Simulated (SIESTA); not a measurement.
**BeS under changes of volume**

One of the cells (14.261 Å³/atom); the others are scaled copies at fixed shape and fractional positions:

```
CELL_PARAMETERS angstrom
0.00000 2.42500 2.42500
2.42500 0.00000 2.42500
2.42500 2.42500 0.00000
ATOMIC_POSITIONS crystal
S 0.75000 0.75000 0.75000
Be 0.00000 0.00000 0.00000
```

* Program: SIESTA 5.4.2
* Functional: LDA
* Potentials or basis: PseudoDojo 0.4 standard (LDA files)
* Basis: DZP (energy shift 0.003 Ry; two zetas on semicore shells)
* Grid cutoff: 800 Ry
* Energy shift: 0.003 Ry
* k mesh: 9 × 9 × 9
* Occupations: fermi-dirac, width 0.05 eV
* Spin: no spin polarisation

```csv
volume (Å³/atom),energy over the lowest point (meV/atom),pressure (GPa),gap on the mesh (eV)
13.405,2.50,2.6,2.89
13.690,0.00,0.3,2.94
13.975,1.47,-1.9,2.98
14.261,6.52,-3.8,3.02
14.546,14.82,-5.5,3.05
14.831,?,?,?
15.116,39.95,-8.5,3.12
```

What does the run at 14.831 Å³/atom give?

Energy over the lowest point 26.07 meV/atom; pressure -7.1 GPa; gap on the mesh 3.09 eV.

Worked out: A Birch-Murnaghan fit of order 3 (a polynomial in V^(-2/3)) to the other rows has its minimum at 13.72 Å³/atom with B0 = V·E''(V) = 106 GPa and B' = 3.8. It gives 26.05 meV/atom at 14.831 Å³/atom, against the run's 26.07, and -dE/dV = -7.1 GPa, against -7.1. A straight line through the other rows of the gap, of slope 1.89 eV per unit of ln V, gives 3.09 eV, against the run's 3.09.

Energies are extrapolated to zero smearing.

Caveats: short orbitals over semicore shells can move pressures by several GPa; an odd mesh through Γ misses points on the zone boundary, where band edges often lie; the basis of atomic orbitals isn't converged, which shifts pressures, moduli and gaps.
